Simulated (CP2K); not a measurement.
# Hf in CP2K: convergence with k mesh

Crystal: Hf.

```xyz
1
Lattice="2.9085 0.0000 0.0000 -0.0081 2.8807 0.0000 0.0978 -0.0528 2.9527" Properties=species:S:1:pos:R:3 pbc="T T T"
Hf    1.4439    1.4795    1.5197
```

The cell isn't the ideal one: cell strained at random at fixed volume.

| Property | Result |
| --- | --- |
| Program | CP2K 2026.2 |
| Task | single point |
| Functional | LDA |
| Potentials or basis | GTH_POTENTIALS Hf GTH-PADE-q12; TZVP-MOLOPT-PBE-GTH basis |
| Density cutoff | 6123 eV |
| k mesh | 3 × 3 × 3 |
| Occupations | fermi-dirac, width 0.01 eV |
| Spin | no spin polarisation |

These are the settings of the first run; the series varies k mesh, with any setting tied to it.

Hardware: 1 thread of Arm Neoverse V1 (shared host).

| k mesh | energy less the tightest run, at zero smearing (meV/atom) | pressure (GPa) | SCF cycles | CPU time (s) | peak memory (GiB) |
| --- | --- | --- | --- | --- | --- |
| 3 × 3 × 3 | -296.40 | -22.25 | 14 | 19 | 0.24 |
| 4 × 4 × 4 | 79.83 | -9.28 | 13 | 20 | 0.24 |
| 5 × 5 × 5 | 119.36 | -9.53 | 13 | 24 | 0.24 |
| 6 × 6 × 6 | 72.38 | -9.77 | 14 | 32 | 0.25 |
| 8 × 8 × 8 | 5.89 | -10.42 | 13 | 48 | 0.25 |
| 9 × 9 × 9 | -20.61 | -11.05 | 14 | 66 | 0.26 |
| 11 × 11 × 11 | 0.00 | -11.16 | 13 | 98 | 0.29 |

Not settled before the last step: the energy (to 1 meV/atom), the pressure (to 0.1 GPa). Meshes of other sizes hit other points, so gaps and Fermi surfaces needn't settle smoothly. The tightest run that finished is the yardstick and may itself not be fully converged.

Caveat, for the tightest run too: the basis of atomic orbitals isn't converged, which shifts pressures, moduli and gaps. Spin-orbit coupling is left out, which matters for the levels of Hf.
